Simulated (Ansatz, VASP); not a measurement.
**One calculation of NaCl, two programs**

INCAR

```
PREC = Accurate ; ENCUT = 520
EDIFF = 1E-6 ; ISMEAR = 0
SIGMA = 0.05 ; LREAL = False
LASPH = True ; NELM = 60
ALGO = Normal ; ISIF = 2
LWAVE = False ; LCHARG = False
NBANDS = 14
```

KPOINTS

```
regular mesh
0
Gamma
  6 6 6
```

Contents of POSCAR:

```
NaCl
1.0
    3.5021900000      0.0000000000      0.0000000000
    0.0000000000      3.5021900000      0.0000000000
    0.0000000000      0.0000000000      3.3621024000
Na Cl
1 1
Direct
    0.0000000000      0.0000000000      0.0000000000
    0.5000000000      0.5000000000      0.5000000000
```

Input for Ansatz:

```yaml
crystal:
  lattice:
    - [3.50219, 0.0, 0.0]
    - [0.0, 3.50219, 0.0]
    - [0.0, 0.0, 3.3621024]
  atoms:
    - { symbol: Na, position: [0.0, 0.0, 0.0] }
    - { symbol: Cl, position: [0.5, 0.5, 0.5] }
basis:
  ecutwfc: 420
kpoints:
  mp_grid: { grid: [6, 6, 6] }
hamiltonian:
  xc: lda
scf:
  occupations: { method: gaussian, width: 0.05 }
output:
  forces: true
  stress: true
  eigenvalues: true
```

Change from the starting cell: strain +0.000 along x and y, -0.040 along z, atoms carried along.

Alike in both runs: task single point; functional LDA; k mesh 6 × 6 × 6; occupations gaussian, width 0.05 eV; no spin polarisation.

```csv
,VASP,Ansatz
version,VASP 6.6.1,Ansatz 0.2.0
potentials or method,"VASP PAW LDA potentials, release 64 (Na_pv, Cl)","scalar-relativistic, plane waves, PAW"
plane-wave cutoff (eV),520,420
valence electrons in the cell,14,16
```

Ansatz gave:

* gap on the k mesh at the Fermi level (eV): 3.53
* least direct gap on the mesh (eV): 4.00
* pressure (GPa): -2.2
* largest component of the traceless stress (GPa): 2.17

Which values does VASP return?

gap on the k mesh at the Fermi level (eV): 3.54; least direct gap on the mesh (eV): 4.01; pressure (GPa): -2.2; largest component of the traceless stress (GPa): 2.17.

The two sets of potentials don't hold the same shells in valence.

A k mesh can miss the band edges.
